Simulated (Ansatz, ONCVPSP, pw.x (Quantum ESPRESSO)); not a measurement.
**gallium: one change to the ONCV potential, in the atom and in the fcc crystal**

Ga, optimised norm-conserving Vanderbilt (ONCV), made with ONCVPSP 4.0.1.1 (patched build) (LDA (Perdew-Wang 92), scalar-relativistic). Core [Ar] 3d10, reference 4s2 4p1. Waves: 4s: rc 2.00 bohr, ncon 5, nbas 10, qcut 3.1 1/bohr, 2 projectors, debl 1 Ha; 4p: rc 2.65 bohr, ncon 4, nbas 7, qcut 3.7 1/bohr, 2 projectors, debl 2 Ha; d scattering state at 0.04 Ha: rc 2.40 bohr, ncon 4, nbas 8, qcut 4.3 1/bohr, 1 projector. Local part: polynomial inside 1.95 bohr (lpopt 5, dvloc0 -1 Ha). Core correction: Teter function, fcfact 2.75, rcfact 1.1.

Change: core correction polynomial model core, fcfact 0.75.

Cutoffs, loose and tight: the cutoffs (Ha) at which the residual kinetic energy of the hardest occupied pseudo-wave falls to 1 and 0.1 mHa per electron. They do not see the model core or the augmentation charge, which bear on the density cutoff. Test errors are all-electron minus pseudo excitation energies from the reference, over the configurations 4s2 4p0; 4s1 4p0; 4s2 4p0.5; 4s0 4p3; variants that change the core or the reference have their own tests.

Crystal test: fcc Ga in pw.x 7.5, no spin, 14³ k-points, Fermi–Dirac smearing 0.01 Ry, cutoffs set for each file from its atomic test. The reference is all-electron LAPW (Ansatz 0.2.0) with the same functional, mesh and smearing; V0 and B0 come from Birch–Murnaghan fits to the pressures at five volumes. Errors are pseudo minus all-electron; Δ is the rms difference of the E(V) curves that follow from these fits, minima aligned, over ±6 % about the mean V0. Mesh and smearing are coarse, so the numbers serve the comparison and aren't converged zero-temperature values; the lattice is a test structure that the element need not adopt.

All-electron: a0 = 4.093 Å (V0 = 17.15 Å³/atom), B0 = 65.0 GPa.

Q: Does the change bring the crystal closer to the all-electron result?

A: The mean pressure error goes from -4.38 to -0.60 GPa, so the change moves the solid closer to the all-electron pressures.

| quantity | base | changed |
| --- | --- | --- |
| outcome (atom) | generated | generated |
| cutoff, loose (atom) | 21 Ha | 21 Ha |
| cutoff, tight (atom) | 67 Ha | 67 Ha |
| bound ghosts (atom) | none | none |
| largest test error (meV) (atom) | +33 | -192 |
| cutoffs in pw.x (Ry) | 155/620 | 155/620 |
| a0 (Å) | – | 4.081 |
| a0 error (%) | – | -0.30 |
| B0 error (%) | – | +4.1 |
| Δ (meV/atom) | – | 2.2 |
| mean pressure error (GPa) | -4.38 | -0.60 |

A dash: not determined, or the minimum lies outside the volumes sampled.

Base: This is a poor potential for the solid.
